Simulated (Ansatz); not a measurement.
# SnS2 (Berndtite-2T): the cost of one run

Method: DFT LDA, scalar-relativistic, plane waves, PAW, in Ansatz 0.2.0.

### 1 The structure to begin with

Symmetry: P-3m1, No. 164, trigonal system. Conventional cell: a = 3.639 Å, b = 3.639 Å, c = 5.868 Å, α = 90.00°, β = 90.00°, γ = 120.00°. Sn (site symmetry -3m) is surrounded by 6 S at 2.56 Å. S (site symmetry 3m) is surrounded by 3 Sn at 2.56 Å.

Structure file:

```cif
data_structure
_symmetry_space_group_name_H-M 'P-3m1'
_symmetry_Int_Tables_number 164
_cell_length_a 3.6390
_cell_length_b 3.6390
_cell_length_c 5.8680
_cell_angle_alpha 90.000
_cell_angle_beta 90.000
_cell_angle_gamma 120.000
_cell_volume 67.30
loop_
_atom_site_label
_atom_site_type_symbol
_atom_site_symmetry_multiplicity
_atom_site_Wyckoff_symbol
_atom_site_fract_x
_atom_site_fract_y
_atom_site_fract_z
_atom_site_occupancy
Sn1 Sn 1 a 0.00000 0.00000 0.00000 1
S1 S 2 d 0.33333 0.66667 0.25000 1
```

Source of the structure: the Crystallography Open Database.

(A quick probe on a coarse mesh, which set the mesh and smearing, is not shown.)

### 3 Relaxing cell and atoms

input.yaml reads:

```yaml
crystal:
  lattice:
    - [3.639, 0.0, 0.0]
    - [-1.8195, 3.1514664444, 0.0]
    - [0.0, 0.0, 5.868]
  atoms:
    - { symbol: Sn, position: [0.0, 0.0, 0.0] }
    - { symbol: S, position: [0.3333333333, 0.6666666667, 0.25] }
    - { symbol: S, position: [0.6666666667, 0.3333333333, 0.75] }
basis:
  ecutwfc: 420
kpoints:
  mp_grid: { grid: [9, 9, 6] }
hamiltonian:
  xc: lda
scf:
  occupations: { method: gaussian, width: 0.02 }
output:
  forces: true
  stress: true
  eigenvalues: true
relax:
  adjacent_minimum: "off"
  f_tol: 0.005
  max_steps: 80
  cell: { stress_tol: 0.05 }
```

Started as:

```console
$ ansatz run input.yaml --threads 2 --pin off --max-ram 5120MiB --backend cpu --events-out ev --progress --plain --runs-dir out
```

What time and memory should one allow on 2 threads of Intel Xeon Platinum 8259CL at 2.50GHz (Skylake/Cascade Lake), shared host?

About 18 s, with a peak of 0.45 GiB.
